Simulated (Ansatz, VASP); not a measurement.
# One calculation of ZnAu, two programs

```
Zn Au
1.0
     3.12819    0.00000    0.00000
     0.00000    3.12819    0.00000
     0.00000    0.00000    3.12819
Zn Au
1 1
Direct
  0.50000 0.50000 0.50000
  0.00000 0.00000 0.00000
```

Alike in both runs: functional PBEsol; k mesh 14 × 14 × 14; occupations gaussian, width 0.1 eV; no spin polarisation.

Ansatz relaxed the structure, and its values are those at the end. VASP's run is a single point on that final structure, the one shown.

|  | VASP | Ansatz |
| --- | --- | --- |
| version | VASP 6.6.1 | Ansatz 0.2.0 |
| potentials or method | VASP PAW PBE potentials, release 64 (Zn, Au) | scalar-relativistic, plane waves, PAW |
| plane-wave cutoff (eV) | 520 | 420 |
| valence electrons in the cell | 23 | 31 |

VASP gave:

- gap on the k mesh at the Fermi level (eV): none
- pressure (GPa): 0.2

Task: Which values does Ansatz return?

Result: gap on the k mesh at the Fermi level (eV): none; pressure (GPa): 0.0.

A gap of «none» marks a metal or a gap that the smearing closes. The functional is the same, so the differences come from potentials, cutoffs and numerics. The two sets of potentials don't hold the same shells in valence.

Caveats: the PAW data sets were made with another functional, which shifts forces and pressure a little (VASP). The runs have no spin-orbit coupling, so splittings on Au are missing.
